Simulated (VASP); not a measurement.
Wanted: the native input for a VASP 6.6.1 run.

```yaml
Task: relaxation of cell and atoms
Functional: r2SCAN
Potentials_or_basis: VASP PAW PBE potentials, release 64 (Cd, Se)
Cutoff: 600 eV
k_mesh: 8 × 8 × 5
Occupations: gaussian, width 0.02 eV
Spin: no spin polarisation
Further_INCAR_settings: ALGO = Normal; EDIFF = 1e-06; IBRION = 2; EDIFFG = -0.005; NSW = 80; ISIF = 3
```

The structure of CdSe lies in POSCAR:

```
CdSe
1.0
    4.3460854000      0.0000000000      0.0000000000
   -2.1730427000      3.7638203000      0.0000000000
    0.0000000000      0.0000000000      7.0898399000
Cd Se
2 2
Direct
    0.6666666700      0.3333333300      0.4999533600
    0.3333333300      0.6666666700      0.9999533600
    0.6666666700      0.3333333300      0.8759066400
    0.3333333300      0.6666666700      0.3759066400
```

The cell is a database's computed one.

One way to write it, as run:

INCAR

```
SYSTEM = CdSe
ALGO     = Normal         ! electronic algorithm
EDIFF    = 1E-6           ! SCF threshold, eV
EDIFFG   = -0.005         ! ionic threshold
ENCUT    = 600            ! plane-wave cutoff, eV
IBRION   = 2              ! ionic algorithm
ISIF     = 3              ! what is computed and relaxed
ISMEAR   = 0              ! smearing method
KPAR     = 4            
LASPH    = .TRUE.         ! aspherical terms in the spheres
LCHARG   = .FALSE.        ! write CHGCAR
LMIXTAU  = .TRUE.       
LREAL    = .FALSE.        ! projectors in reciprocal space
LWAVE    = .FALSE.        ! write WAVECAR
METAGGA  = R2SCAN         ! meta-GGA
NELM     = 120            ! most SCF steps
NSW      = 80             ! ionic steps
PREC     = Accurate       ! precision mode
SIGMA    = 0.02           ! smearing width, eV
```

KPOINTS

```
k-points
0
G
  8 8 5
  0 0 0
```

Potentials or basis: VASP PAW PBE potentials, release 64 (Cd, Se).

The run is started by

```console
$ cat potpaw_PBE.64/Cd/POTCAR potpaw_PBE.64/Se/POTCAR > POTCAR
$ mpirun -np 4 vasp_std > vasp.out
```

It gave:

```json
{
 "Relaxed volume": "28.97 Å³/atom",
 "Relaxed cell": "a = 4.345 Å, b = 4.345 Å, c = 7.087 Å, α = 90.00°, β = 90.00°, γ = 120.00°",
 "Space group after relaxing (to 0.05 Å)": "P6_3mc (No. 186)",
 "Energy gained by relaxing": "0.0 meV/atom",
 "Ionic steps": "2",
 "Pressure after relaxing": "0.0 GPa",
 "Band gap on the k mesh": "1.09 eV, direct"
}
```

Caveat: the PAW data sets were made with another functional, which shifts forces and pressure a little.

Run time: 5.4 min on 4 MPI ranks on AMD EPYC 7R13 Processor (Zen 3) (shared host), peak memory 0.33 GiB a rank.
